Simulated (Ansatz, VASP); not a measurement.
One calculation of Al, two programs

The input INCAR:

```
ALGO = Fast ; EDIFF = 1E-6
ENCUT = 520 ; GGA = PE
ISIF = 2 ; ISMEAR = 0
IVDW = 12 ; LASPH = T
LCHARG = T ; LELF = T
LREAL = F ; LVHAR = T
LWAVE = F ; NBANDS = 10
NELM = 60 ; PREC = Accurate
SIGMA = 0.15
```

KPOINTS

```
k-points
0
Gamma
  18 18 10
```

Contents of POSCAR:

```
Al
1.0
    2.8405799050      0.0000000000      0.0000000000
   -1.4202899525      2.4113012036      0.0000000000
    0.0000000000      0.0000000000      4.8668500000
Al
2
Direct
    0.6666666667      0.3333333333      0.7500000000
    0.3333333333      0.6666666667      0.2500000000
```

Input for Ansatz:

```yaml
crystal:
  lattice:
    - [2.840579905, 0.0, 0.0]
    - [-1.4202899525, 2.4113012036, 0.0]
    - [0.0, 0.0, 4.86685]
  atoms:
    - { symbol: Al, position: [0.6666666667, 0.3333333333, 0.75] }
    - { symbol: Al, position: [0.3333333333, 0.6666666667, 0.25] }
basis:
  ecutwfc: 420
kpoints:
  mp_grid: { grid: [18, 18, 10] }
hamiltonian:
  xc: pbe
  dispersion: d3bj
scf:
  occupations: { method: gaussian, width: 0.15 }
output:
  forces: true
  stress: true
  eigenvalues: true
```

Change from the starting cell: strain +0.0100 x Voigt [1, -1, 0, 0, 0, 0], atoms carried along.

Alike in both runs: task single point; functional PBE; dispersion D3(BJ); k mesh 18 × 18 × 10; occupations gaussian, width 0.15 eV; no spin polarisation.

|  | VASP | Ansatz |
| --- | --- | --- |
| version | VASP 6.6.1 | Ansatz 0.2.0 |
| potentials or method | VASP PAW PBE potentials, release 64 (Al) | scalar-relativistic, plane waves, PAW |
| plane-wave cutoff (eV) | 520 | 420 |
| valence electrons in the cell | 6 | 6 |

|  | VASP | Ansatz | Ansatz less VASP |
| --- | --- | --- | --- |
| gap on the k mesh at the Fermi level (eV) | none | none | - |
| pressure (GPa) | -3.2 | -3.1 | +0.03 |
| largest component of the traceless stress (GPa) | 1.48 | 1.49 | +0.013 |

A gap of «none» marks a metal or a gap that the smearing closes.

Caveats: pairwise dispersion overbinds metals, which lowers pressure and volume.
